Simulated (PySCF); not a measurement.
C7H8.
InChI=1S/C7H8/c1-2-7-4-3-6(1)5-7/h1-4,6-7H,5H2/t6-,7+

Method: PySCF 2.14.0, CAM-B3LYP/def2-SV(P) geometry optimisation, gas phase.

Masses are those of the commonest isotopes; rigid-rotor values at the optimised geometry. 

Give the principal moments of inertia and the rotational constants in cm⁻¹.

Ia = 117.42, Ib = 139.87, Ic = 158.36 u·Å²; 505379 MHz·u·Å²/I gives 4304, 3613 and 3191 MHz, that is A = 0.14356, B = 0.12052, C = 0.10645 cm⁻¹.

Classify the top.

An asymmetric top; Ray's κ = -0.241.

Is it planar, by Δ = Ic − Ia − Ib?

Not planar: Δ = Ic − Ia − Ib = -98.93 u·Å². For a rigid frame Δ = −2 Σ m c², so Σ m c² = 49.47 u·Å² lies off the ab plane: 12.90 from hydrogen and 36.57 from heavier atoms. The atom farthest from that plane is 1.99 Å away.

Give the other two planar moments, Paa and Pbb, and the rms extents of the mass along the axes.

Paa = Σ m a² = (Ib + Ic − Ia)/2 = 90.40 and Pbb = Σ m b² = (Ia + Ic − Ib)/2 = 67.96 u·Å². With the mass M = 92.06 u, the rms extents √(P/M) along a, b and c are 0.99, 0.86, 0.73 Å.

Give the coordinates in the principal-axis frame, origin at the centre of mass.

The sense of each axis is arbitrary; atoms in the order of the calculation.
```tsv
atom	mass (u)	a (Å)	b (Å)	c (Å)
C1	12.000	1.239	0.666	-0.508
C2	12.000	1.238	-0.667	-0.508
C3	12.000	-0.001	-1.118	0.285
C4	12.000	-1.239	-0.666	-0.508
C5	12.000	-1.238	0.667	-0.508
C6	12.000	0.001	1.118	0.285
C7	12.000	0.000	0.000	1.362
H8	1.008	1.936	1.338	-1.012
H9	1.008	1.935	-1.340	-1.012
H10	1.008	-0.001	-2.161	0.628
H11	1.008	-1.936	-1.338	-1.012
H12	1.008	-1.935	1.340	-1.012
H13	1.008	0.001	2.161	0.628
H14	1.008	-0.906	0.000	1.989
H15	1.008	0.905	0.000	1.990
```

Where do the levels up to J = 3 lie, in MHz?

Above 0(0,0):
J = 1: 1(0,1) 6805, 1(1,1) 7495, 1(1,0) 7917
J = 2: 2(0,2) 20271, 2(1,2) 20682, 2(1,1) 21948, 2(2,1) 24020, 2(2,0) 24162
J = 3: 3(0,3) 40197, 3(1,3) 40385, 3(1,2) 42884, 3(2,2) 44434, 3(2,1) 45064, 3(3,1) 49019, 3(3,0) 49052
The levels of one J sum to (2J + 1)J(J + 1)(A + B + C)/3.

The dipole components are |μa| = 0.00 D, |μb| = 0.00 D, |μc| = 0.05 D.

No frequency check. No vibrational averaging or centrifugal distortion is included, and the geometry carries the error of its method.
